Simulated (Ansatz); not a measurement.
## BaTiO3: a vibration from a frozen displacement

Method: DFT r2SCAN, scalar-relativistic, plane waves, PAW in Ansatz 0.2.0. Cutoff 500 eV, Γ-centred 8×8×8 k-points, Gaussian smearing of 0.05 eV. Spin–orbit coupling is left out, which matters for the heavy elements here. No spin polarisation. Energies are free energies at this smearing, counted from the undisturbed cell; pressure is positive in compression.

Reference structure (relaxed at this level; it needn't be the usual structure):

```xyz
5
Lattice="3.9940 0.0000 0.0000 0.0000 3.9940 0.0000 0.0000 0.0000 3.9941" Properties=species:S:1:pos:R:3 pbc="T T T"
Ba    0.0000    0.0000    0.0000
Ti    1.9970    1.9970    1.9971
O     1.9970    1.9970    0.0000
O     1.9970    0.0000    1.9971
O     0.0000    1.9970    1.9971
```

Every O atom is moved by x along the Cartesian unit vector (0.707, -0.707, 0.000); the cell and all other atoms stay fixed. The cell's volume is 63.71 Å³; the moved atoms weigh 47.997 u together and the others 185.194 u. Some rows repeat others by symmetry and weren't run.

| x (Å) | ΔE (meV/cell) | total force on the moved atoms along the move (eV/Å) | pressure (GPa) |
| --- | --- | --- | --- |
| -0.3000 | 156.11 | 2.1645 | 6.6785 |
| -0.2625 | 88.09 | 1.4852 | 5.0702 |
| -0.2250 | 43.08 | 0.9372 | 3.6940 |
| -0.1875 | 16.17 | 0.5189 | 2.5446 |
| -0.1500 | 2.59 | 0.2254 | 1.6167 |
| -0.1125 | -2.18 | 0.0471 | 0.9045 |
| -0.0750 | -2.20 | -0.0317 | 0.4016 |
| -0.0375 | -0.74 | -0.0362 | 0.1028 |
| 0.0000 | 0.00 | 0.0000 | 0.0036 |
| 0.0375 | -0.74 | 0.0362 | 0.1028 |
| 0.0750 | -2.20 | 0.0317 | 0.4016 |
| 0.1125 | -2.18 | -0.0471 | 0.9045 |
| 0.1500 | 2.59 | -0.2254 | 1.6167 |
| 0.1875 | 16.17 | -0.5189 | 2.5446 |
| 0.2250 | 43.08 | -0.9372 | 3.6940 |
| 0.2625 | 88.09 | -1.4852 | 5.0702 |
| 0.3000 | 156.11 | -2.1645 | 6.6785 |

What frequency belongs to this motion?

The force constant is k = −dF/dx = -0.965 eV/Å², from the parabola through x = -0.0375, 0 and 0.0375. In every cell the moved atoms swing against the rest, so the mass is μ = m₁m₂/(m₁ + m₂) = 38.118 u, and ν̃ = 521.5 cm⁻¹ × √(|k|/μ) = 83i cm⁻¹. The pattern needn't be a normal mode: ν̃² is then a weighted mean of the squared nonzero frequencies at the zone centre of this cell, taken without macroscopic field, so it lies between the lowest and the highest of them, and at least one of them is imaginary.

Where does the displacement stop?

The energy turns up again: a parabola through the lowest point and its two neighbours puts the minimum at x ≈ -0.09 Å, 2 meV a cell below the start. A quartic well E = kx²/2 + bx⁴ through that position would be −kx₀²/4 = 2 meV deep. For scale, k_BT is 26 meV at 300 K, but cells are coupled, so the depth doesn't fix a transition temperature; relaxing the other atoms and the cell can only lower the minimum further below this start.

Cost: 9 runs of about 4.4 core-minutes in all, on Intel Xeon 6975P-C (Granite Rapids) (shared hosts).